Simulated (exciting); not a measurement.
# Cs (Fm-3m) in exciting: single point with PBEsol

Aim: the single point of Cs with PBEsol.

Everything below comes from runs of exciting (release sodium). Logs are shortened: lines on timing, memory, paths and dates and some standing lists are left out, and cuts for length are marked.

**1. The structure**

Symmetry: Fm-3m, No. 225, cubic system. Conventional cell: a = 7.897 Å, b = 7.897 Å, c = 7.897 Å, α = 90.00°, β = 90.00°, γ = 90.00°.

This isn't the form of Cs at room conditions, which is bcc.

**2. Single point, PBEsol**

input.xml

```xml
<input>
  <title>Cs</title>
  <structure speciespath="./" tshift="false">
    <crystal scale="1">
      <basevect>10.551833742938 0.000000000000 0.000000000000</basevect>
      <basevect>5.275916871469 9.138156077901 0.000000000000</basevect>
      <basevect>5.275916871469 3.046052026030 8.615536173639</basevect>
    </crystal>
    <species speciesfile="Cs.xml" rmt="2.3">
      <atom coord="0.000000000000 0.000000000000 0.000000000000"/>
    </species>
  </structure>
  <groundstate do="fromscratch" ngridk="6 6 6" rgkmax="9" gmaxvr="14" lmaxapw="10" lmaxmat="10" lmaxvr="8" xctype="GGA_PBE_SOL" stype="Gaussian" swidth="0.00183747" nempty="8" ValenceRelativity="iora*" epsengy="1e-05" epspot="1e-05" maxscl="60" tforce="true" outputlevel="normal"/>
  <properties>
    <chargedensityplot>
      <plot3d>
        <box grid="28 28 28">
          <origin coord="0 0 0"/>
          <point coord="1 0 0"/>
          <point coord="0 1 0"/>
          <point coord="0 0 1"/>
        </box>
      </plot3d>
    </chargedensityplot>
    <elfplot>
      <plot3d>
        <box grid="28 28 28">
          <origin coord="0 0 0"/>
          <point coord="1 0 0"/>
          <point coord="0 1 0"/>
          <point coord="0 0 1"/>
        </box>
      </plot3d>
    </elfplot>
    <exccplot>
      <plot3d>
        <box grid="28 28 28">
          <origin coord="0 0 0"/>
          <point coord="1 0 0"/>
          <point coord="0 1 0"/>
          <point coord="0 0 1"/>
        </box>
      </plot3d>
    </exccplot>
  </properties>
</input>
```

Potentials or basis: all-electron LAPW+lo, shipped species files, valence relativity iora*.

Started as:

```console
$ OMP_NUM_THREADS=1 exciting_smp
```

INFO.OUT:

```text
================================================================================
EXCITING SODIUM started
[... 10 lines left out ...]

 Lattice vectors (cartesian) :
     10.5518337429      0.0000000000      0.0000000000
      5.2759168715      9.1381560779      0.0000000000
      5.2759168715      3.0460520260      8.6155361736

 Reciprocal lattice vectors (cartesian) :
      0.5954590889     -0.3437884653     -0.2430951551
      0.0000000000      0.6875769306     -0.2430951551
      0.0000000000      0.0000000000      0.7292854653

 Unit cell volume                           :     830.7470761234
 Brillouin zone volume                      :       0.2985869232

 Species :    1 (Cs)
     parameters loaded from                 :    Cs.xml
     name                                   :    caesium
     nuclear charge                         :     -55.00000000
     electronic charge                      :      55.00000000
     atomic mass                            :  242271.81440000
     muffin-tin radius                      :       2.30000000
     # of radial points in muffin-tin       :     450

     atomic positions (lattice) :
       1 :   0.00000000  0.00000000  0.00000000

 Total number of atoms per unit cell        :       1

 Spin treatment                             :    spin-unpolarised

 Number of Bravais lattice symmetries       :      48
 Number of crystal symmetries               :      48

 k-point grid                               :       6    6    6
 Total number of k-points                   :      16
 k-point set is reduced with crystal symmetries

 R^MT_min * |G+k|_max (rgkmax)              :       9.00000000
 Species with R^MT_min                      :       1 (Cs)
 Maximum |G+k| for APW functions            :       3.91304348
 Maximum |G| for potential and density      :      14.00000000

 G-vector grid sizes                        :      48    48    48
 Total number of G-vectors                  :   38517

 Maximum angular momentum used for
     APW functions                          :      10
     computing H and O matrix elements      :      10
     potential and density                  :       8
     inner part of muffin-tin               :       2

 Total nuclear charge                       :     -55.00000000
 Total electronic charge                    :      55.00000000
 Total core charge                          :      36.00000000
 Total valence charge                       :      19.00000000

 Number of empty states                     :       8
 Total number of valence states             :      18

 Maximum Hamiltonian size                   :     884
 Maximum number of plane-waves              :     869
 Total number of local-orbitals             :      15

 Exchange-correlation type                  :      22
     PBEsol, Phys. Rev. Lett. 100, 136406 (2008)
     Generalised gradient approximation (GGA)

 Smearing scheme                            :    Gaussian
 Smearing width                             :       0.00183747

[... 17 lines left out ...]
+ SCF iteration number :    1                                                  +
++++++++++++++++++++++++++++++++++++++++++++++++++++++++++++++++++++++++++++++++
 Total energy                               :     -7785.71467967
 _______________________________________________________________
 Fermi energy                               :         0.05461650
 Kinetic energy                             :      8292.28740871
 Coulomb energy                             :    -15888.50844886
 Exchange energy                            :      -186.14070917
 Correlation energy                         :        -3.35293035

 DOS at Fermi energy (states/Ha/cell)       :        63.31864646

 Electron charges :
     core                                   :        36.00000000
     core leakage                           :         0.00034717
     valence                                :        19.00000000
     interstitial                           :         3.33407915
     charge in muffin-tin spheres :
                  atom     1    Cs          :        51.66592085
     total charge in muffin-tins            :        51.66592085
     total charge                           :        55.00000000

++++++++++++++++++++++++++++++++++++++++++++++++++++++++++++++++++++++++++++++++
+ SCF iteration number :    2                                                  +
++++++++++++++++++++++++++++++++++++++++++++++++++++++++++++++++++++++++++++++++
 Total energy                               :     -7786.44272233
 _______________________________________________________________
 Fermi energy                               :         0.05460680
 Kinetic energy                             :      8291.83208573
 Coulomb energy                             :    -15888.76820488
 Exchange energy                            :      -186.15336705
 Correlation energy                         :        -3.35323613

 DOS at Fermi energy (states/Ha/cell)       :        62.89849955

 Electron charges :
     core                                   :        36.00000000
     core leakage                           :         0.00034603
     valence                                :        19.00000000
     interstitial                           :         3.32523769
     charge in muffin-tin spheres :
                  atom     1    Cs          :        51.67476231
     total charge in muffin-tins            :        51.67476231
     total charge                           :        55.00000000
[... 309 lines left out ...]
 RMS change in effective potential (target) :  0.240919E-08  ( 0.100000E-04)
 Absolute change in total energy   (target) :  0.342276E-05  ( 0.100000E-04)
 Charge distance                   (target) :  0.175631E-08  ( 0.100000E-04)
 Abs. change in max-nonIBS-force   (target) :   0.00000      ( 0.500000E-04)

++++++++++++++++++++++++++++++++++++++++++++++++++++++++++++++++++++++++++++++++
+ SCF iteration number :   14                                                  +
++++++++++++++++++++++++++++++++++++++++++++++++++++++++++++++++++++++++++++++++
 Total energy                               :     -7787.15877857
 _______________________________________________________________
 Fermi energy                               :         0.05493401
 Kinetic energy                             :      8291.28832274
 Coulomb energy                             :    -15888.92845237
 Exchange energy                            :      -186.16495404
 Correlation energy                         :        -3.35369490

 DOS at Fermi energy (states/Ha/cell)       :        60.71613459

 Electron charges :
     core                                   :        36.00000000
     core leakage                           :         0.00034502
     valence                                :        19.00000000
     interstitial                           :         3.31165930
     charge in muffin-tin spheres :
                  atom     1    Cs          :        51.68834070
     total charge in muffin-tins            :        51.68834070
     total charge                           :        55.00000000

 RMS change in effective potential (target) :  0.312667E-08  ( 0.100000E-04)
 Absolute change in total energy   (target) :  0.144521E-06  ( 0.100000E-04)
 Charge distance                   (target) :  0.642123E-10  ( 0.100000E-04)
 Abs. change in max-nonIBS-force   (target) :   0.00000      ( 0.500000E-04)

++++++++++++++++++++++++++++++++++++++++++++++++++++++++++++++++++++++++++++++++
| Convergency criteria checked for the last 2 iterations                       +
| Convergence targets achieved. Performing final SCF iteration                 +
++++++++++++++++++++++++++++++++++++++++++++++++++++++++++++++++++++++++++++++++
 Total energy                               :     -7787.15877887
 _______________________________________________________________
 Fermi energy                               :         0.05493401
 Kinetic energy                             :      8291.28832264
 Coulomb energy                             :    -15888.92845257
 Exchange energy                            :      -186.16495405
 Correlation energy                         :        -3.35369490

 DOS at Fermi energy (states/Ha/cell)       :        60.71613535

 Electron charges :
     core                                   :        36.00000000
     core leakage                           :         0.00034502
     valence                                :        19.00000000
     interstitial                           :         3.31165930
     charge in muffin-tin spheres :
                  atom     1    Cs          :        51.68834070
     total charge in muffin-tins            :        51.68834070
     total charge                           :        55.00000000

++++++++++++++++++++++++++++++++++++++++++++++++++++++++++++++++++++++++++++++++
+ Self-consistent loop stopped                                                 +
++++++++++++++++++++++++++++++++++++++++++++++++++++++++++++++++++++++++++++++++
 STATE.OUT is written

--------------------------------------------------------------------------------
- Writing atomic positions and forces                                          -
--------------------------------------------------------------------------------

 Atomic positions (lattice) :
 atom     1  Cs  :     0.00000000    0.00000000    0.00000000

 Total atomic forces including IBS (cartesian) :
 atom     1  Cs  :     0.00000000    0.00000000    0.00000000

 Atomic force components including IBS (cartesian) :
 atom     1  Cs  :     0.00000000    0.00000000    0.00000000   HF force
                 :     0.00000000    0.00000000    0.00000000   core correction
                 :     0.00000000    0.00000000    0.00000000   IBS correction

********************************************************************************
[... 7 lines left out ...]
| EXCITING SODIUM stopped                                                      =
================================================================================
```

Run time: 6.2 min. Hardware: 1 thread of Intel Xeon Platinum 8259CL at 2.50GHz (Skylake/Cascade Lake), shared host; peak memory 0.21 GiB.

Results:

```yaml
Free_energy: -211899.3881 eV
Band_gap_on_the_k_mesh: none (metal or under the smearing width)
All_electrons_inside_the_program's_atomic_spheres: Cs 51.69 (radii Cs 2.3 bohr)
```

Caveat: the log's total energy holds no entropy term; the free energy is that total less TS from the occupations.
